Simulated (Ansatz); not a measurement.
## WC in Ansatz: the effect of functional

Crystal: WC.

```
W C
1.0
     0.00000    2.22154    2.22154
     2.22154    0.00000    2.22154
     2.22154    2.22154    0.00000
W C
1 1
Direct
  0.00000 0.00000 0.00000
  0.50000 0.50000 0.50000
```

Measurements of this composition are mostly on another form, of space group No. 187.

The cell isn't the ideal one: volume scaled by 1.04.

Alike in all runs:

| Quantity | Value |
| --- | --- |
| Program | Ansatz 0.2.0 |
| Task | single point |
| Potentials or basis | Ansatz PAW |
| k mesh | 10 × 10 × 10 |
| Occupations | fermi-dirac, width 0.05 eV |
| Spin | no spin polarisation |

```csv
functional,cutoff,pressure (GPa)
LDA,420 eV (not typed: the program's choice for these potentials),-28.1
PBEsol,420 eV (not typed: the program's choice for these potentials),-22.6
r2SCAN,500 eV (not typed: the program's choice for these potentials),?
```

Question: What does the run with functional r2SCAN give?

Answer: Pressure -18.3 GPa.

Caveats: the PAW data sets come from PBE, with cores solved anew for the run's functional, which leaves a small shift of forces and pressure.
